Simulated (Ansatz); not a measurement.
O started in the widest void in corundum Al2O3, 121 atoms, charge 0

All numbers come from Ansatz (PAW, plane waves, no spin–orbit coupling) at the single k point (¼, ¼, ¼) without its symmetry partners. The atoms were relaxed with PBEsol in a fixed cell; other functionals are single points on those atoms unless said otherwise. The valence top and gap of the host come from its small cell on a dense mesh, with the band extrema sought between the mesh points, lined up by the mean potential, PBEsol gap 6.03 eV, HSE06 gap 7.99 eV, r²SCAN gap 7.03 eV.

Cell: a = 9.548 Å, b = 9.548 Å, c = 13.014 Å, α = 90.00°, β = 90.00°, γ = 120.00°.

Nearest atoms after relaxation, from the placed atom (for vacancies from the middle of the vacant sites): O at 1.43 Å, Al at 1.74 Å, Al at 1.93 Å, O at 2.21 Å, O at 2.33 Å, O at 2.52 Å, Al at 2.60 Å, O at 2.61 Å.

Chemical potentials μ are those of reference phases of the elements at zero temperature by the same functional (the usual solids, diamond for C, grey Sn, and the molecules H2, N2, O2, F2, Cl2, Br2 and S8).

```csv
functional,E(defect) − E(host) − Σ nμ + q·E_VBM (eV),monopole (eV),alignment (eV),formation energy at E_F = VBM (eV),moment (μB),"wall time, shared host"
PBEsol,3.78,0.00,0.00,3.78,0 (no spin),21 s on NVIDIA GB200 (relaxation)
HSE06,4.11,0.00,0.00,4.11,0 (no spin),22 s on NVIDIA GB200
r²SCAN,4.06,0.00,0.00,4.06,0 (no spin),4.1 s on NVIDIA GB200
```

HSE06 one-electron levels near the gap (the ten most localised at most), from the host's valence top:

| level (eV) | spin | filling | atoms sharing it | element of the atom with most weight |
| --- | --- | --- | --- | --- |
| -0.25 | both | 2.00 | 58.5 | spread |
| -0.23 | both | 2.00 | 64.4 | spread |
| -0.21 | both | 2.00 | 62.8 | spread |
| -0.20 | both | 2.00 | 54.9 | spread |
| -0.15 | both | 2.00 | 67.7 | spread |
| -0.14 | both | 2.00 | 56.9 | spread |
| -0.10 | both | 2.00 | 37.3 | spread |
| -0.05 | both | 2.00 | 73.5 | spread |
| 0.25 | both | 2.00 | 8.0 | O |
| 0.56 | both | 2.00 | 4.8 | O |

r²SCAN one-electron levels near the gap (the ten most localised at most), from the host's valence top:

```csv
level (eV),spin,filling,atoms sharing it,element of the atom with most weight
-0.29,both,2.00,57.2,spread
-0.27,both,2.00,57.4,spread
-0.22,both,2.00,58.9,spread
-0.19,both,2.00,60.9,spread
-0.17,both,2.00,54.3,spread
-0.11,both,2.00,56.4,spread
-0.07,both,2.00,31.5,O
0.34,both,2.00,7.2,O
0.72,both,2.00,4.1,O
7.01,both,0.00,2.9,O
```

All elements are taken at their own reference at once; growth conditions in equilibrium with the host shift these energies, by up to the host's formation enthalpy.

One k point and a cell of this size can leave errors of several tenths of an eV in such numbers.
